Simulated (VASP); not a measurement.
Set up this calculation in VASP 6.6.1, as the native input.

```
Task                               : single point
Functional                         : HSE06
Potentials or basis                : VASP PAW PBE potentials, release 64 (Ca_sv, F)
Cutoff                             : 520 eV
k mesh                             : 4 × 4 × 4
Occupations                        : gaussian, width 0.01 eV
Spin                               : no spin polarisation
Dipole correction                  : no
Exchange at q = 0                  : truncated
Grid for exact exchange (PRECFOCK) : Normal
Screening parameter                : 0.2079 1/A
Further INCAR settings             : ALGO = Normal; EDIFF = 1e-06; NBANDS = 19
```

The system is CaF2 (Fluorite).

```
Ca F
1.0
     0.00000    2.71959    2.71959
     2.71959    0.00000    2.71959
     2.71959    2.71959    0.00000
Ca F
1 2
Direct
  0.00000 0.00000 0.00000
  0.25000 0.25000 0.25000
  0.75000 0.75000 0.75000
```

One way to write it, as run:

POSCAR

```
CaF2
1.0
    0.0000000000      2.7195928860      2.7195928860
    2.7195928860      0.0000000000      2.7195928860
    2.7195928860      2.7195928860      0.0000000000
Ca F
1 2
Direct
    0.0000000000      0.0000000000      0.0000000000
    0.2500000000      0.2500000000      0.2500000000
    0.7500000000      0.7500000000      0.7500000000
```

INCAR.step1

```
ALGO = Normal
EDIFF = 1E-5
ENCUT = 520
GGA = PE
ISIF = 2
ISMEAR = 0
LASPH = T
LCHARG = F
LREAL = F
LWAVE = T
NBANDS = 19
NELM = 100
PREC = Accurate
SIGMA = 0.01
```

INCAR.step2

```
ALGO = Normal
EDIFF = 1E-6
ENCUT = 520
GGA = PE
HFSCREEN = 0.2079
ISIF = 2
ISMEAR = 0
ISTART = 1
LASPH = T
LCHARG = F
LHFCALC = T
LREAL = F
LWAVE = F
NBANDS = 19
NELM = 100
PREC = Accurate
PRECFOCK = Normal
SIGMA = 0.01
```

KPOINTS

```
k-points
0
Gamma
  4 4 4
```

Potentials or basis: VASP PAW PBE potentials, release 64 (Ca_sv, F).

Run with:

```sh
$ cat potpaw_PBE.64/Ca_sv/POTCAR potpaw_PBE.64/F/POTCAR > POTCAR
$ cp INCAR.step1 INCAR
$ mpirun -np 1 vasp_std > vasp.out
$ cp INCAR.step2 INCAR
$ mpirun -np 1 vasp_std > vasp.out
```

It gave:

- Pressure: 1.8 GPa
- Band gap on the k mesh: 9.42 eV, indirect (least direct gap 9.69 eV)

Caveat: the k mesh is coarse (spacing up to 0.50 Å⁻¹), so the values aren't converged, least of all with exact exchange; the PAW data sets were made with another functional, which shifts forces and pressure a little.

Run time: 6.5 min on 1 thread of Intel(R) Xeon(R) Platinum 8488C (Sapphire Rapids) (shared host), peak memory 0.27 GiB.
